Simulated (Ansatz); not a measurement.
Al2O3:

```
Al O
1.0
     3.01748    0.00000    0.00000
    -1.50874    2.61322    0.00000
     0.00000    0.00000    7.57464
Al O
2 3
Direct
  0.00000 0.00000 0.72205
  0.00000 0.00000 0.27795
  0.00000 0.00000 0.50000
  0.66667 0.33333 0.80055
  0.33333 0.66667 0.19945
```

Measurements of this composition are mostly on another form, of space group No. 167.

| Quantity | Value |
| --- | --- |
| Program | Ansatz 0.2.0 |
| Task | relaxation of cell and atoms |
| Functional | PBE |
| Dispersion | D4 |
| Potentials or basis | Ansatz PAW |
| Cutoff | 420 eV (not typed: the program's choice for these potentials) |
| k mesh | 7 × 7 × 3 |
| Occupations | fermi-dirac, width 0.05 eV |
| Spin | no spin polarisation |

At the start: volume 11.95 Å³/atom.

Question: Where does the relaxation end?

Answer: It ends after 8 steps and the volume is 11.51 Å³/atom (-3.7 %); space group P-3m1 (No. 164, to 0.05 Å).

Step by step:
```csv
step,energy change (eV),largest force (eV/Å),volume (Å³)
1,0.0000,0.1492,59.73
2,-0.0172,0.1249,58.08
3,-0.0208,0.0553,57.88
4,-0.0212,0.0050,57.82
5,-0.0150,0.0051,57.82
6,-0.0164,0.0091,57.52
7,-0.0163,0.0002,57.55
8,-0.0155,0.0003,57.55
```

Final structure:
```cif
data_structure
_symmetry_space_group_name_H-M 'P 1'
_symmetry_Int_Tables_number 1
_cell_length_a 2.9944
_cell_length_b 2.9944
_cell_length_c 7.4111
_cell_angle_alpha 90.000
_cell_angle_beta 90.000
_cell_angle_gamma 120.000
_cell_volume 57.55
loop_
_atom_site_label
_atom_site_type_symbol
_atom_site_fract_x
_atom_site_fract_y
_atom_site_fract_z
_atom_site_occupancy
Al1 Al 0.00000 0.00000 0.72570 1
Al2 Al 0.00000 0.00000 0.27430 1
O1 O 0.00000 0.00000 0.50000 1
O2 O 0.66667 0.33333 0.80598 1
O3 O 0.33333 0.66667 0.19402 1
```

Caveat: the plane-wave basis is chosen anew once the cell has moved, so the energies of steps on either side of that aren't comparable; the pressure holds a Pulay correction of +0.6 GPa for the finite cutoff.
